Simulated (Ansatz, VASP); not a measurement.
# Two plane-wave programs on BN

```
B N
1.0
     0.00000    1.72472    1.92362
     1.92362    0.00000    1.92362
     1.92362    1.72472    0.00000
B N
1 1
Direct
  0.00000 0.00000 0.00000
  0.75000 0.75000 0.75000
```

Alike in both runs: task single point; functional PBE; k mesh 12 × 12 × 12; occupations gaussian, width 0.05 eV; no spin polarisation.

|  | VASP | Ansatz |
| --- | --- | --- |
| version | VASP 6.6.1 | Ansatz 0.2.0 |
| potentials or method | VASP PAW PBE potentials, release 64 (B, N) | scalar-relativistic, plane waves, PAW |
| plane-wave cutoff (eV) | 520 | 520 |
| valence electrons in the cell | 8 | 8 |

Ansatz gave:

```
gap on the k mesh at the Fermi level (eV)       : 2.79
least direct gap on the mesh (eV)               : 7.48
pressure (GPa)                                  : -22.9
largest component of the traceless stress (GPa) : 35.61
```

**Question.** Which values does VASP return?

**Answer.** gap on the k mesh at the Fermi level (eV): 2.78; least direct gap on the mesh (eV): 7.47; pressure (GPa): -22.8; largest component of the traceless stress (GPa): 35.63.

Caveats: so large a pressure means that the cell lies far from this level's equilibrium, or that cutoff or potentials fall short (VASP). A k mesh can miss the band edges.
